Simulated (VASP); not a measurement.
Here is a VASP 6.6.1 calculation.

The input INCAR:

```
SYSTEM = Sb
PREC = Accurate
ENCUT = 520
EDIFF = 1E-7
ISMEAR = -1
SIGMA = 0.05
LREAL = .FALSE.
LASPH = .TRUE.
NELM = 80
ALGO = Normal
ISIF = 2
LWAVE = .FALSE.
LCHARG = .FALSE.
GGA = PE
NBANDS = 8
```

The input KPOINTS:

```
regular mesh
0
G
  10 10 10
  0 0 0
```

File POSCAR:

```
Sb
1.0
    0.0000000000      2.3712425216      2.3712425216
    2.3712425216      0.0000000000      2.3712425216
    2.3712425216      2.3712425216      0.0000000000
Sb
1
Direct
    0.0000000000      0.0000000000      0.0000000000
```

Potentials or basis: VASP PAW PBE potentials, release 64 (Sb).

Run with:

```console
$ cat potpaw_PBE.64/Sb/POTCAR > POTCAR
$ mpirun -np 1 vasp_std > vasp.out
```

Predict the pressure.

1.7 GPa.

Estimate the band gap on the k mesh.

none (metal or under the smearing width).

Spin-orbit coupling is left out, which matters for the levels of Sb.
